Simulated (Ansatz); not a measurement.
CsI:
```yaml
crystal:
  lattice:
    - [4.50710, 0.00000, 0.00000]
    - [0.00000, 4.50710, 0.00000]
    - [0.00000, 0.00000, 4.50710]
  atoms:
    - { symbol: Cs, position: [0.00000, 0.00000, 0.00000] }
    - { symbol: I, position: [0.50000, 0.50000, 0.50000] }
```

Relaxed with PBEsol. Special points in fractions of this cell's reciprocal vectors: Γ (0.000, 0.000, 0.000); X (0.000, 0.500, 0.000); M (0.500, 0.500, 0.000); R (0.500, 0.500, 0.500).

Task: List the band energies nearest the valence-band maximum at these points for plane-wave PAW PBEsol with spin–orbit coupling (Ansatz code).

Result: In eV from the valence-band maximum; about four levels below and three above (degenerate sets whole), none deeper than 8.9 eV; points with the same levels are listed once.

| k | below | above |
|---|---|---|
| Γ | 0.00 0.00 0.00 0.00 | 3.59 3.59 3.77 3.77 3.77 3.77 |
| X | -0.76 -0.76 -0.22 -0.22 | 4.84 4.84 6.25 6.25 |
| M | -0.96 -0.96 -0.13 -0.13 | 3.87 3.87 4.58 4.58 |
| R | -1.46 -1.46 -1.46 -1.46 | 6.61 6.61 7.09 7.09 7.09 7.09 |

Space group Pm-3m (CsCl type). Symmetry was held in the PBEsol relaxation.

Potentials: the later of the program's two PAW sets.
